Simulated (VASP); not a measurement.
CdO (Monteponite): band structure with AM05

CdO (Monteponite):

```
CELL_PARAMETERS angstrom
0.00000 2.34950 2.34950
2.34950 0.00000 2.34950
2.34950 2.34950 0.00000
ATOMIC_POSITIONS crystal
Cd 0.00000 0.00000 0.00000
O 0.50000 0.50000 0.50000
```

```
Program                : VASP 6.6.1
Task                   : band structure
Functional             : AM05
Potentials or basis    : VASP PAW PBE potentials, release 64 (Cd, O_s)
Cutoff                 : 400 eV
k mesh                 : 10 × 10 × 10
Occupations            : gaussian, width 0.05 eV
Spin                   : no spin polarisation
Further INCAR settings : ALGO = Fast; EDIFF = 1.00e-06; NBANDS = 16; ISYM = 0
```

```yaml
Band_gap_along_the_path: none (metal or under the smearing width)
```

Levels at the corners of the path, in eV from the Fermi level:
```csv
point,band 7,band 8,band 9,band 10,band 11,band 12
Γ,-1.40,-1.40,-1.40,-0.52,14.77,16.90
X,-4.45,-2.39,-2.39,3.75,8.43,11.06
W,-3.08,-3.08,-1.94,5.89,8.81,8.81
K,-3.49,-2.96,-1.32,5.31,8.48,8.52
Γ,-1.40,-1.40,-1.40,-0.52,14.77,16.90
L,-3.88,-0.05,-0.05,4.30,7.22,11.81
U,-3.49,-2.96,-1.32,5.31,8.48,8.52
W,-3.08,-3.08,-1.94,5.89,8.81,8.81
L,-3.88,-0.05,-0.05,4.30,7.22,11.81
K,-3.49,-2.96,-1.32,5.31,8.48,8.52
U,-3.49,-2.96,-1.32,5.31,8.48,8.52
X,-4.45,-2.39,-2.39,3.75,8.43,11.06
```

It used 15 s of CPU time on 1 thread of Intel(R) Xeon(R) Platinum 8559C (Emerald Rapids) (shared host), which was overloaded at the time.

Caveat: the log is that of the step along the path at fixed density, whose energy, stress, charges and moments have no meaning; this crystal is a semiconductor, whose small gap the functional closes, so the metal is an error of the method.
